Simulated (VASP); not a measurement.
Wanted: the native input for a VASP 6.6.1 run.

- Task: relaxation of cell and atoms
- Functional: r2SCAN
- Potentials or basis: VASP PAW PBE potentials, release 64 (Pb_d, Te)
- Cutoff: 600 eV
- k mesh: 7 × 7 × 7
- Occupations: gaussian, width 0.05 eV
- Spin: no spin polarisation
- Further INCAR settings: ALGO = Normal; EDIFF = 1e-07; IBRION = 2; EDIFFG = -0.005; NSW = 60; ISIF = 3

The structure of TePb lies in POSCAR:

```
TePb
1.0
    0.0000000000      3.2310000000      3.2310000000
    3.2310000000      0.0000000000      3.2310000000
    3.2310000000      3.2310000000      0.0000000000
Pb Te
1 1
Direct
    0.0000000000      0.0000000000      0.0000000000
    0.5000000000      0.5000000000      0.5000000000
```

One way to write it, as run:

INCAR

```
SYSTEM = TePb
PREC = Accurate
ENCUT = 600
EDIFF = 1E-7
ISMEAR = 0
SIGMA = 0.05
LREAL = .False.
LASPH = .True.
NELM = 60
ALGO = Normal
ISIF = 3
LWAVE = .False.
LCHARG = .False.
METAGGA = R2SCAN
LMIXTAU = .True.
IBRION = 2
NSW = 60
EDIFFG = -0.005
```

KPOINTS

```
Automatic mesh
0
Gamma
  7 7 7
  0 0 0
```

Potentials or basis: VASP PAW PBE potentials, release 64 (Pb_d, Te).

Launch:

```console
$ cat potpaw_PBE.64/Pb_d/POTCAR potpaw_PBE.64/Te/POTCAR > POTCAR
$ mpirun -np 1 vasp_std > vasp.out
```

Results of the run:

```
Relaxed volume                         : 34.88 Å³/atom
Relaxed cell                           : a = 4.621 Å, b = 4.621 Å, c = 4.621 Å, α = 60.00°, β = 60.00°, γ = 60.00°
Space group after relaxing (to 0.05 Å) : Fm-3m (No. 225)
Energy gained by relaxing              : 5.4 meV/atom
Ionic steps                            : 3
Pressure after relaxing                : 0.0 GPa
```

Caveat: the PAW data sets were made with another functional, which shifts forces and pressure a little.

It took 3.2 min on 1 thread of Intel(R) Xeon(R) 6975P-C (Granite Rapids), on a shared host, peak memory 0.27 GiB.
